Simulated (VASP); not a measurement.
Wanted: the native input for a VASP 6.6.1 run.

```yaml
Task: band structure
Functional: PBEsol
Potentials_or_basis: VASP PAW PBE potentials, release 64 (Zn, O)
Cutoff: 520 eV
k_mesh: 10 × 10 × 6
Occupations: gaussian, width 0.02 eV
Spin: no spin polarisation
Further_INCAR_settings: ALGO = Fast; EDIFF = 1e-06
```

The structure of ZnO lies in POSCAR:

```
ZnO                                     
1.0
    3.2341705854     -0.0000000000     -0.0000000000
   -1.6170852927      2.8008738889      0.0000000000
    0.0000000000     -0.0000000000      5.2301647585
  Zn              O             
     2     2
Direct
     0.3333333300000021    0.6666666699999979    0.9993288440458886
     0.6666666699999979    0.3333333300000021    0.4993288440458886
     0.3333333300000021    0.6666666699999979    0.3776711559541139
     0.6666666699999979    0.3333333300000021    0.8776711559541138
```

The cell was built by a generator and needn't be a form met in nature.

These files were run (other wordings do the same):

INCAR

```
PREC = Accurate
ENCUT = 520
EDIFF = 1E-6
ISMEAR = 0
SIGMA = 0.02
LREAL = False
LASPH = True
NELM = 100
ALGO = Fast
ISIF = 2
LWAVE = False
LCHARG = False
GGA = PS
```

KPOINTS

```
Automatic mesh
0
Gamma
  10 10 6
```

KPOINTS_OPT

```
path GMKGALHA,LM,KH
10
line-mode
reciprocal
 0.0000000000  0.0000000000  0.0000000000  G
 0.5000000000  0.0000000000  0.0000000000  M

 0.5000000000  0.0000000000  0.0000000000  M
 0.3333333333  0.3333333333  0.0000000000  K

 0.3333333333  0.3333333333  0.0000000000  K
 0.0000000000  0.0000000000  0.0000000000  G

 0.0000000000  0.0000000000  0.0000000000  G
 0.0000000000  0.0000000000  0.5000000000  A

 0.0000000000  0.0000000000  0.5000000000  A
 0.5000000000  0.0000000000  0.5000000000  L

 0.5000000000  0.0000000000  0.5000000000  L
 0.3333333333  0.3333333333  0.5000000000  H

 0.3333333333  0.3333333333  0.5000000000  H
 0.0000000000  0.0000000000  0.5000000000  A

 0.5000000000  0.0000000000  0.5000000000  L
 0.5000000000  0.0000000000  0.0000000000  M

 0.3333333333  0.3333333333  0.0000000000  K
 0.3333333333  0.3333333333  0.5000000000  H
```

Potentials or basis: VASP PAW PBE potentials, release 64 (Zn, O).

The run is started by

```sh
$ cat potpaw_PBE.64/Zn/POTCAR potpaw_PBE.64/O/POTCAR > POTCAR
$ mpirun -np 1 vasp_std > vasp.out
```

It gave:

```
Pressure                : 0.1 GPa
Largest force           : 0.004 eV/Å
Band gap on the k mesh  : 0.68 eV, direct
Band gap along the path : 0.68 eV, direct
```

Caveat: the PAW data sets were made with another functional, which shifts forces and pressure a little.

It took 32 s on 1 thread of Intel(R) Xeon(R) 6975P-C (Granite Rapids), with other jobs on the host, peak memory 0.23 GiB.
